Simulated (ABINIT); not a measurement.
The system is BeTe.

```
CELL_PARAMETERS angstrom
0.00000 2.77000 2.77000
2.77000 0.00000 2.77000
2.77000 2.77000 0.00000
ATOMIC_POSITIONS crystal
Te 0.75000 0.75000 0.75000
Be 0.00000 0.00000 0.00000
```

Base run:

- Program: ABINIT 10.8.3 (patched build)
- Functional: PBE
- Potentials or basis: JTH PAW PBE v2.0
- Cutoff: 408 eV
- k mesh: 8 × 8 × 8
- Occupations: fermi-dirac, width 0.05 eV
- Spin: spin-orbit coupling, no magnetisation

Its results: band gap on the k mesh 1.55 eV, indirect (least direct gap 3.28 eV).

Q: The run is repeated on the same cell with these changes: functional from PBE to LDA; potentials or basis from JTH PAW PBE v2.0 to JTH PAW LDA v2.0. What comes out?

A: Band gap on the k mesh 1.45 eV, indirect (least direct gap 3.26 eV).

A k mesh can miss the band edges.
